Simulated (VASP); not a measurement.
Wanted: the native input for a VASP 6.6.1 run.

- Task: relaxation of cell and atoms
- Functional: vdW-DF2
- Potentials or basis: VASP PAW PBE potentials, release 64 (W_sv, C)
- Cutoff: 600 eV
- k mesh: 10 × 10 × 9
- Occupations: fermi-dirac, width 0.05 eV
- Spin: no spin polarisation
- Further INCAR settings: ALGO = Normal; EDIFF = 1e-07; IBRION = 2; EDIFFG = -0.005; NSW = 40; ISIF = 3

The structure of WC (Qusongite) lies in POSCAR:

```
WC
1.0
    2.9065000000      0.0000000000      0.0000000000
   -1.4532500000      2.5171028361      0.0000000000
    0.0000000000      0.0000000000      2.8366000000
W C
1 1
Direct
    0.0000000000      0.0000000000      0.0000000000
    0.6666666667      0.3333333333      0.5000000000
```

These files were run (other wordings do the same):

INCAR

```
SYSTEM = WC
AGGAC    = 0.0          
ALGO     = Normal         ! electronic algorithm
EDIFF    = 1E-7           ! SCF threshold, eV
EDIFFG   = -0.005         ! ionic threshold
ENCUT    = 600            ! plane-wave cutoff, eV
GGA      = ML             ! functional
IBRION   = 2              ! ionic algorithm
ISIF     = 3              ! what is computed and relaxed
ISMEAR   = -1             ! smearing method
LASPH    = .True.         ! aspherical terms in the spheres
LCHARG   = .False.        ! write CHGCAR
LREAL    = .False.        ! projectors in reciprocal space
LUSE_VDW = .True.       
LWAVE    = .False.        ! write WAVECAR
NELM     = 60             ! most SCF steps
NSW      = 40             ! ionic steps
PREC     = Accurate       ! precision mode
SIGMA    = 0.05           ! smearing width, eV
ZAB_VDW  = -1.8867
```

KPOINTS

```
k-points
0
Gamma
  10 10 9
  0 0 0
```

Potentials or basis: VASP PAW PBE potentials, release 64 (W_sv, C).

Run with:

```bash
$ cat potpaw_PBE.64/W_sv/POTCAR potpaw_PBE.64/C/POTCAR > POTCAR
$ mpirun -np 1 vasp_std > vasp.out
```

It gave:

- Relaxed volume: 11.15 Å³/atom
- Relaxed cell: a = 2.981 Å, b = 2.981 Å, c = 2.897 Å, α = 90.00°, β = 90.00°, γ = 120.00°
- Space group after relaxing (to 0.05 Å): P-6m2 (No. 187)
- Energy gained by relaxing: 62.3 meV/atom
- Ionic steps: 9
- Pressure after relaxing: 0.0 GPa
- Band gap on the k mesh: none (metal or under the smearing width)

Caveat: the PAW data sets were made with another functional, which shifts forces and pressure a little.

Wall time 3.7 min on 1 thread of Intel(R) Xeon(R) Platinum 8375C CPU @ 2.90GHz (Ice Lake) (shared host), peak memory 0.29 GiB.
